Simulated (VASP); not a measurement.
Set up this calculation in VASP 6.6.1, as the native input.

```
Task                   : relaxation of cell and atoms
Functional             : r2SCAN
Potentials or basis    : VASP PAW PBE potentials, release 64 (Ti_sv)
Cutoff                 : 600 eV
k mesh                 : 18 × 18 × 18
Occupations            : gaussian, width 0.1 eV
Spin                   : no spin polarisation
Further INCAR settings : ALGO = Normal; EDIFF = 1e-07; IBRION = 2; EDIFFG = -0.005; NSW = 90; ISIF = 3
```

The structure of Ti lies in POSCAR:

```
Ti
1.0
   -1.6532500000      1.6532500000      1.6532500000
    1.6532500000     -1.6532500000      1.6532500000
    1.6532500000      1.6532500000     -1.6532500000
Ti
1
Direct
    0.0000000000      0.0000000000      0.0000000000
```

This isn't the form of Ti at room conditions, which is hcp.

One way to write it, as run:

INCAR

```
SYSTEM = Ti
ALGO = Normal ; EDIFF = 1E-7
EDIFFG = -0.005 ; ENCUT = 600
IBRION = 2 ; ISIF = 3
ISMEAR = 0 ; LASPH = .TRUE.
LCHARG = .FALSE. ; LMIXTAU = .TRUE.
LREAL = .FALSE. ; LWAVE = .FALSE.
METAGGA = R2SCAN ; NELM = 60
NSW = 90 ; PREC = Accurate
SIGMA = 0.1
```

KPOINTS

```
k-points
0
G
  18 18 18
  0 0 0
```

Potentials or basis: VASP PAW PBE potentials, release 64 (Ti_sv).

The run is started by

```sh
$ cat potpaw_PBE.64/Ti_sv/POTCAR > POTCAR
$ mpirun -np 1 vasp_std > vasp.out
```

It gave:

```yaml
Relaxed_volume: 17.26 Å³/atom
Relaxed_cell: a = 2.820 Å, b = 2.820 Å, c = 2.820 Å, α = 109.47°, β = 109.47°, γ = 109.47°
Space_group_after_relaxing_to_0.05_Å: Im-3m (No. 229)
Energy_gained_by_relaxing: 12.4 meV/atom
Ionic_steps: 3
Pressure_after_relaxing: 0.0 GPa
Band_gap_on_the_k_mesh: none (metal or under the smearing width)
```

Caveat: the PAW data sets were made with another functional, which shifts forces and pressure a little.

Wall time 2.7 min on 1 thread of Intel(R) Xeon(R) 6975P-C (Granite Rapids), with other jobs on the host, peak memory 0.19 GiB.
